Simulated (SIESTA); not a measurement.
Crystal: WS2.

```
W S
1.0
     3.57820    0.00000    0.00000
    -1.78910    3.09881    0.00000
     0.00000    0.00000    5.77238
W S
1 2
Direct
  0.00000 0.00000 0.00000
  0.33333 0.66667 0.25200
  0.66667 0.33333 0.74800
```

Measurements of this composition are mostly on another form, of space group No. 194.

| Item | Value |
| --- | --- |
| Program | SIESTA 5.4.2 |
| Task | relaxation of the atoms |
| Functional | LDA |
| Potentials or basis | PseudoDojo 0.4 standard (LDA files) |
| Basis | DZP (energy shift 0.002 Ry) |
| Grid cutoff | 800 Ry |
| Energy shift | 0.002 Ry |
| k mesh | 7 × 7 × 4 |
| Occupations | fermi-dirac, width 0.05 eV |
| Spin | collinear spin, ferromagnetic start |
| Starting moments | [0.5, 0.0, 0.0] μB |
| Fixed moment | 0 μB |

At the start: pressure -18.2 GPa; volume 21.34 Å³/atom.

**Question.** Where does the relaxation end?

**Answer.** Over 5 steps the energy falls by 28.8 meV/atom; space group P-3m1 (No. 164, to 0.05 Å); moment 0.00 μB per cell.

Step by step:
```tsv
step	energy change (eV)	largest force (eV/Å)	pressure (GPa)
1	0.0000	1.0001	-18.21
2	-0.0192	0.8863	-17.62
3	-0.0493	0.6642	-16.48
4	-0.0761	0.3513	-14.87
5	-0.0864	0.0206	-12.91
```

Final structure:
```cif
data_structure
_symmetry_space_group_name_H-M 'P 1'
_symmetry_Int_Tables_number 1
_cell_length_a 3.5782
_cell_length_b 3.5782
_cell_length_c 5.7724
_cell_angle_alpha 90.000
_cell_angle_beta 90.000
_cell_angle_gamma 120.000
_cell_volume 64.01
loop_
_atom_site_label
_atom_site_type_symbol
_atom_site_fract_x
_atom_site_fract_y
_atom_site_fract_z
_atom_site_occupancy
W1 W 0.00000 0.00000 0.00000 1
S1 S 0.33333 0.66667 0.23755 1
S2 S 0.66667 0.33333 0.76245 1
```

Caveat: semicore shells carry a single zeta, which can move pressures by several GPa and volumes by a few percent; the basis of atomic orbitals isn't converged, which shifts pressures, moduli and gaps; the total moment is fixed, so each spin has its own Fermi level.
